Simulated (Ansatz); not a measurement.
# YN under changes of volume

One of the cells (14.500 Å³/atom); the others are scaled copies at fixed shape and fractional positions:

```
Y N
1.0
     0.00000    2.43850    2.43850
     2.43850    0.00000    2.43850
     2.43850    2.43850    0.00000
Y N
1 1
Cartesian
  0.0000 0.0000 0.0000
  2.4385 2.4385 2.4385
```

| Quantity | Value |
| --- | --- |
| Program | Ansatz 0.2.0 |
| Functional | HSE06 |
| Potentials or basis | Ansatz PAW |
| Cutoff | 420 eV (not typed: the program's choice for these potentials) |
| k mesh | 6 × 6 × 6 |
| Occupations | fermi-dirac, width 0.05 eV |
| Spin | no spin polarisation |

| volume (Å³/atom) | energy over the lowest point (meV/atom) | pressure (GPa) | gap on the mesh (eV) |
| --- | --- | --- | --- |
| 13.630 | 34.81 | 12.9 | 0.95 |
| 13.920 | 15.72 | 8.3 | 1.00 |
| 14.210 | ? | ? | ? |
| 14.500 | 0.00 | 0.6 | 1.07 |
| 14.790 | 2.03 | -2.7 | 1.11 |
| 15.080 | 9.79 | -5.7 | 1.14 |
| 15.370 | 22.60 | -8.4 | 1.17 |

**Question.** What does the run at 14.210 Å³/atom give?

**Answer.** Energy over the lowest point 4.33 meV/atom; pressure 4.3 GPa; gap on the mesh 1.04 eV.

Worked out: A Birch-Murnaghan fit of order 3 (a polynomial in V^(-2/3)) to the other rows has its minimum at 14.55 Å³/atom with B0 = V·E''(V) = 172 GPa and B' = 4.2. It gives 4.35 meV/atom at 14.210 Å³/atom, against the run's 4.33, and -dE/dV = 4.3 GPa, against 4.3. A straight line through the other rows of the gap, of slope 1.82 eV per unit of ln V, gives 1.03 eV, against the run's 1.04.

Energies are extrapolated to zero smearing.

Caveats: the PAW data sets come from PBE, with cores solved anew for the run's functional, which leaves a small shift of forces and pressure; the thresholds are loose for stress.

A mesh can miss the band edges. Spin-orbit coupling on Y is left out.
